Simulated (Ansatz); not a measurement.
# CrO2 (P4_2/mnm) in Ansatz: notebook, part 2 of 2

Ansatz 0.2.0.

## (5) Relaxation of cell and atoms, PBEsol, collinear spin, ferromagnetic start, target pressure 10 GPa, at which the enthalpy is minimised

input.yaml reads:

```yaml
crystal:
  lattice:
    - [4.421, 0.0, 0.0]
    - [0.0, 4.421, 0.0]
    - [0.0, 0.0, 2.917]
  atoms:
    - { symbol: Cr, position: [0.5, 0.5, 0.5], spin: 3.0 }
    - { symbol: Cr, position: [0.0, 0.0, 0.0], spin: 3.0 }
    - { symbol: O, position: [0.801, 0.199, 0.5] }
    - { symbol: O, position: [0.699, 0.699, 0.0] }
    - { symbol: O, position: [0.199, 0.801, 0.5] }
    - { symbol: O, position: [0.301, 0.301, 0.0] }
hamiltonian:
  xc: pbesol
  pseudopotentials: { kind: paw }
magnetization:
  spin_polarized: true
kpoints:
  mp_grid: { grid: [6, 6, 9] }
scf:
  occupations: { method: fermi_dirac, width: 0.05 }
output:
  forces: true
  stress: true
  eigenvalues: true
  write_density: true
  write_potential: true
  elf: true
  volumetric_format: npy
relax:
  f_tol: 0.01
  max_steps: 40
  cell: { stress_tol: 0.05, p_target: 10.0 }
```

Potentials or basis: Ansatz PAW.

Started as:

```
ansatz run input.yaml --threads 2 --pin off --max-ram 5632MiB --backend cpu --events-out ev --progress --plain --runs-dir out
```

The program printed:

```text
Warning: RAYON_NUM_THREADS=2 ignored (pool sized by the plan → 2); use --threads N
Engine: ansatz 0.2.0, aarch64-unknown-linux-gnu
Pseudopotentials: kind: paw
Pseudopotential: Cr, paw, valence charge 14, recommended cutoff 420 eV (normal), Cr.paw.azcp
Pseudopotential: O, paw, valence charge 6, recommended cutoff 420 eV (normal), O.paw.azcp
Functional definition: PBEsol
  exchange = pbesol_x
  correlation = pbesol_c
Crystal: 6 atoms, lattice volume = 57.013 Å³
Basis set: ecut = 420 eV, 1121 PW (Γ), exchange–correlation on 60×60×40 points (8 copies of the dense FFT grid, shifted against one another)
Bands: 35, of which v1, the nominal top of the filled ones, is band 26 counted from 1 (25 counted from 0)
Symmetry: 16 space group operations
Space group: P42/mnm (ITA 136), of the structure as read, at distance tolerance 3.8e-5 Å
Magnetic group: BNS 136.495 (UNI 1155), of the structure as read, at distance tolerance 3.8e-5 Å
k-points: 50 of 324
Non-local potential: Cr, projectors of the file, l = 0: 3, l = 1: 2, l = 2: 3, l = 3: 1
Non-local potential: O, projectors of the file, l = 0: 2, l = 1: 2, l = 2: 1
PAW form: soft (Blöchl's): semilocal exchange-correlation on the pseudo side does not see the compensation charge
PAW frozen core: Cr, regenerated for the run's functional, and the local potential with it (the file was generated under x = pbe(κ = 0.804, μ = 0.2195149727645171), c = pbe(β = 0.06672455060314922))
PAW frozen core: O, regenerated for the run's functional, and the local potential with it (the file was generated under x = pbe(κ = 0.804, μ = 0.2195149727645171), c = pbe(β = 0.06672455060314922))
PAW one-centre angular grid: Cr, 590 points (default); XC on 64 Gauss nodes
PAW one-centre angular grid: O, 110 points (default); XC on 64 Gauss nodes
Initial density: superposition of atomic densities (chi_scale 0.1, normalization cell, long waves kept (reshape's long-wave potential 0.00 eV rms))
Starting moments: Σ|m| = 6 μB on 2 of 6 sites
Initial wavefunctions: pseudopotential atomic-orbital guess
Functional: x = pbesol(κ = 0.804, μ = 0.12345679012345678), c = pbesol(β = 0.046)
SCF iter   1: F=—  HF=-8943.676533 eV  |F-HF|=—  |Δ(HF+E_count)|=         —  Δρ=5.25e-2 (↑5.25e-2 ↓4.11e-2)  dr2=2.21e0  dr2_m=5.32e-1  M=4.000 μB ∫|m|=4.978 μB  β_m=0.30  ethr=3.10e-3  ⟨swp⟩=5.4  Hψ=11566  notcnv=0  defer=2
Mixer restart at iter 1: flushing history
preconditioner: auto → Kerker (q_TF=auto, 2.687 Å⁻¹)  [metal: Δε(μ)=0.005 eV  Ē_g=10.922 eV  σ=0.050 eV  W_gap=0.02  n_scr=18 (ndim 8)  ℏωp=29.5 eV  f_vac=0.000  D(μ)=1.45/eV (n_scr^D=8)]
spin=Collinear: Kerker preconditioning applied to the charge; magnetization (m = ρ↑ − ρ↓) channel mixes plain (no charge-response kernel on spin).
SCF iter   2: F=—  HF=-8943.387083 eV  |F-HF|=—  |Δ(HF+E_count)|=   2.89e-1  Δρ=3.50e-2 (↑3.50e-2 ↓2.69e-2)  dr2=7.42e-1  dr2_m=2.53e-1  M=4.000 μB ∫|m|=4.958 μB  β_m=0.53  ethr=3.10e-3  ⟨swp⟩=2.0  Hψ=5206  notcnv=0  defer=101
SCF iter   3: F=—  HF=-8943.305207 eV  |F-HF|=—  |Δ(HF+E_count)|=   8.19e-2  Δρ=1.03e-2 (↑1.03e-2 ↓7.66e-3)  dr2=7.33e-2  dr2_m=1.54e-2  M=4.000 μB ∫|m|=4.795 μB  β_m=0.62  ethr=1.43e-3  ⟨swp⟩=2.6  Hψ=5283  notcnv=0  defer=103
SCF iter   4: F=—  HF=-8943.309580 eV  |F-HF|=—  |Δ(HF+E_count)|=         —  Δρ=4.58e-3 (↑4.58e-3 ↓3.51e-3)  dr2=6.44e-3  dr2_m=7.05e-3  M=4.000 μB ∫|m|=4.632 μB  β_m=0.62  ethr=1.41e-4  ⟨swp⟩=2.9  Hψ=6437  notcnv=0  defer=103
Mixer restart at iter 4: flushing history
SCF iter   5: F=—  HF=-8943.314778 eV  |F-HF|=—  |Δ(HF+E_count)|=   5.20e-3  Δρ=2.69e-3 (↑1.28e-3 ↓2.69e-3)  dr2=3.93e-3  dr2_m=1.29e-3  M=4.000 μB ∫|m|=4.620 μB  β_m=0.81  ethr=1.24e-5  ⟨swp⟩=1.9  Hψ=4759  notcnv=0  defer=103
SCF iter   6: F=—  HF=-8943.320312 eV  |F-HF|=—  |Δ(HF+E_count)|=   5.53e-3  Δρ=1.19e-3 (↑6.50e-4 ↓1.19e-3)  dr2=1.70e-3  dr2_m=2.62e-4  M=4.000 μB ∫|m|=4.603 μB  β_m=0.91  ethr=7.57e-6  ⟨swp⟩=2.6  Hψ=6320  notcnv=0  defer=103
SCF iter   7: F=—  HF=-8943.320520 eV  |F-HF|=—  |Δ(HF+E_count)|=   2.07e-4  Δρ=2.54e-4 (↑2.54e-4 ↓2.46e-4)  dr2=2.55e-4  dr2_m=1.16e-6  M=4.000 μB ∫|m|=4.590 μB  β_m=0.95  ethr=3.27e-6  ⟨swp⟩=2.0  Hψ=5130  notcnv=0  defer=103
[... 110 lines left out ...]
SCF converged after 6 iterations
Magnetization: 4.0000 μB (28.0000 up, 24.0000 down)
Absolute magnetization: 4.4075 μB (∫|ρ↑−ρ↓|, with the PAW one-centre terms)
Spin contamination: 0.0813 ħ² per cell (⟨S²⟩ above its minimum at these occupations)
Per-site moments (μB) at R_I (Å): [(1.6597901840487106, 0.7649022583171049), (1.6597901840487113, 0.7649022583171047), (-0.03910795310468657, 0.7649022583171049), (-0.039107953104686864, 0.7649022583171048), (-0.03910795310468672, 0.7649022583171049), (-0.039107953104686774, 0.7649022583171047)]
Free energy (F): -8943.299823 eV
Harris-Foulkes:  -8943.299823 eV  (|F-HF|=2.36e-11)
Internal energy: -8943.287937 eV  (E = F + TS)
E sigma→0 (E₀):  -8943.293880 eV
Entropy (-TS):   -0.011887 eV (-1.981 meV/atom)
Fermi energy:    11.852228 eV
--- Per-component energies (eV) ---
  E_band       = -461.235388
  E_kinetic    = 1381.970640
  E_local      = -4284.674806  (includes V_loc(G=0)·N_el)
  E_nonlocal   = 351.271972
  E_hartree    = 1714.629234
  E_xc         = -567.647913
  E_vxc        = -727.947080  (∫ρ·V_xc dr)
  E_paw        = -2939.463534  (= ΣΔE_a)
  E_vpaw       = -611.125085  (= ΣTr[D̂ρ^β])
  E_aug_tail   = 0.010744  (compensation charges beyond the density's cutoff)
  E_ewald      = -4599.845424
  E_core_change = 0.461151  (= ΣΔE_core)
  E_smearing   = -0.011887  (= −TS)
  E_closure    = -0.000000  (closes the sum)
  Σ components = -8943.299823   (vs F -8943.299823, Δ=0.00e0)
--- Forces (eV/Å), atoms counted from 1 ---
  atom   1  Cr    -0.00000000     0.00000000     0.00000000
  atom   2  Cr     0.00000000    -0.00000000     0.00000000
  atom   3  O      0.00017256    -0.00017256     0.00000000
  atom   4  O     -0.00017256    -0.00017256     0.00000000
  atom   5  O     -0.00017256     0.00017256     0.00000000
  atom   6  O      0.00017256     0.00017256     0.00000000
  max |Σ_I F_I| component: 2.17e-18 eV/Å
--- Stress (GPa, compression-positive) ---
        9.975431       0.000000       0.000000
        0.000000       9.975431       0.000000
        0.000000       0.000000       9.997599
  P = ⅓ Tr σ = 9.9828 GPa (99.828 kbar)
--- Band table (eV; the first three rows and the last of 100) ---
  k-point 0 ↑: bands = ["-61.4268", "-61.4187", "-32.9749", "-32.9749", "-32.8306", "-32.8306", "-32.7625", "-32.7420", "-8.5218", "-6.6396", "-6.0565", "-6.0565", "3.5609", "4.2059", "4.6158", "5.9518", "5.9518", "7.5356", "7.5356", "7.9936", "9.9112", "10.1675", "10.3615", "10.3615", "10.4375", "10.6422", "10.6422", "10.6657", "11.0122", "13.1619", "13.1686", "15.8270", "15.8270", "16.9054", "19.4652"]
  k-point 1 ↑: bands = ["-61.4244", "-61.4169", "-32.9720", "-32.9720", "-32.8273", "-32.8273", "-32.7867", "-32.7676", "-8.3882", "-6.5903", "-6.0942", "-6.0942", "3.7386", "4.3304", "4.7693", "5.8062", "5.8062", "7.5242", "7.8057", "7.8057", "9.0184", "9.6392", "9.6392", "10.5051", "10.7642", "10.7793", "10.7830", "11.2940", "11.2940", "13.0918", "13.3699", "15.5888", "15.5888", "16.7065", "19.8362"]
  k-point 2 ↑: bands = ["-61.4184", "-61.4123", "-32.9647", "-32.9647", "-32.8475", "-32.8322", "-32.8189", "-32.8189", "-8.0188", "-6.4879", "-6.1901", "-6.1901", "4.2176", "4.6481", "5.2213", "5.6409", "5.6409", "6.6140", "7.8758", "8.2869", "8.2869", "8.7715", "8.7715", "10.0652", "10.7804", "10.9024", "11.1953", "11.9423", "11.9423", "12.8658", "13.7947", "15.1800", "15.1800", "16.1104", "20.8265"]
  k-point 49 ↓: bands = ["-59.2366", "-59.2366", "-31.0251", "-31.0251", "-30.7071", "-30.7071", "-30.6500", "-30.6500", "-6.5743", "-6.5743", "-6.5379", "-6.5379", "5.0499", "5.0499", "5.0647", "5.0647", "6.6795", "6.6795", "7.6566", "7.6566", "9.0749", "9.0749", "9.9332", "9.9332", "13.0500", "13.0500", "13.6701", "13.6701", "13.8435", "13.8435", "16.0346", "16.0346", "16.2513", "16.2513", "23.1099"]
--- Relaxed structure (6 steps of the walk, 6 accepted, 2 SCFs on fresh bases) ---
  F+E_penalty+E_count = -8943.29982323 eV   max|allowed force component| = 1.726e-4 eV/Å   (the final SCF, on the basis selected at the relaxed cell)
  cell:  # Å, volume = 53.7546 Å³
    - [4.3330535045565535, 8.849019909427584e-34, 0.0]
    - [2.212254977356896e-34, 4.3330535045565535, 0.0]
    - [0.0, 0.0, 2.8630399885753954]
  atoms:
    - { symbol: Cr, position: [0.5, 0.5, 0.5] }
    - { symbol: Cr, position: [-9.860656492201195e-20, 7.919180084409925e-21, 0.0] }
    - { symbol: O, position: [0.8026027989099274, 0.19739720109007278, 0.5] }
    - { symbol: O, position: [0.6973972010900727, 0.6973972010900727, 0.0] }
    - { symbol: O, position: [0.19739720109007278, 0.8026027989099274, 0.5] }
    - { symbol: O, position: [0.30260279890992725, 0.30260279890992725, 0.0] }
```

Wall time 56 s (2 threads of Arm Neoverse V2, shared host); peak memory 0.45 GiB.

What came out:

```yaml
Free_energy: -8943.2998 eV
Relaxed_volume: 8.96 Å³/atom
Relaxed_cell: a = 4.333 Å, b = 4.333 Å, c = 2.863 Å, α = 90.00°, β = 90.00°, γ = 90.00°
Space_group_after_relaxing_to_0.05_Å: P4_2/mnm (No. 136)
Energy_change_on_relaxing_the_enthalpy_is_what_falls: +3.5 meV/atom
Ionic_steps: 8
Pressure_after_relaxing: 10.0 GPa
Band_gap_on_the_k_mesh: none (metal or under the smearing width)
Net_moment: 4.00 μB per cell
Absolute_moment: 4.41 μB per cell
Site_moments: Cr +1.66; O -0.04 μB
```

Step by step:
```tsv
step	energy change (eV)	largest force (eV/Å)	volume (Å³)
1	0.0000	0.3423	57.01
2	-0.0347	0.1652	54.89
3	0.0081	0.0336	53.72
4	0.0002	0.0199	53.86
5	0.0008	0.0025	53.84
6	0.0155	0.0028	53.84
7	0.0203	0.0003	53.75
8	0.0210	0.0002	53.75
```

Final structure:
```
Cr O
1.0
     4.33305    0.00000    0.00000
     0.00000    4.33305    0.00000
     0.00000    0.00000    2.86304
Cr O
2 4
Direct
  0.50000 0.50000 0.50000
  0.00000 0.00000 0.00000
  0.80260 0.19740 0.50000
  0.69740 0.69740 0.00000
  0.19740 0.80260 0.50000
  0.30260 0.30260 0.00000
```

Caveat: the plane-wave basis is chosen anew once the cell has moved, so the energies of steps on either side of that aren't comparable; the pressure holds a Pulay correction of +1.0 GPa for the finite cutoff; semilocal functionals often make such compounds metallic where correlation or magnetic order opens a gap, which also shifts bond lengths; only a ferromagnetic start was run, and an antiferromagnetic order may lie lower in energy; the PAW data sets come from PBE, with cores solved anew for the run's functional, which leaves a small shift of forces and pressure. With open d or f shells a metallic result of PBEsol can be an artefact of self-interaction; +U or a hybrid may open a gap.

## (6) Summary

```csv
cell,target pressure (GPa),gap on the mesh (eV),pressure (GPa),moment (μB)
relaxed,0,none,0.0,4.00
relaxed to 2 GPa,2,none,2.0,4.00
relaxed to 5 GPa,5,none,5.0,4.00
relaxed to 10 GPa,10,none,10.0,4.00
```

Alike in all rows: task relaxation of cell and atoms; level PBEsol; potentials or basis Ansatz PAW; spin collinear, ferromagnetic start; k mesh 6 × 6 × 9; cutoff (eV) 420; smearing fermi-dirac 0.05 eV.

Caveats: the plane-wave basis is chosen anew once the cell has moved, so the energies of steps on either side of that aren't comparable; semilocal functionals often make such compounds metallic where correlation or magnetic order opens a gap, which also shifts bond lengths; only a ferromagnetic start was run, and an antiferromagnetic order may lie lower in energy; the PAW data sets come from PBE, with cores solved anew for the run's functional, which leaves a small shift of forces and pressure.

Total energies depend on the potentials used, so only differences within one code and one set of settings carry meaning.
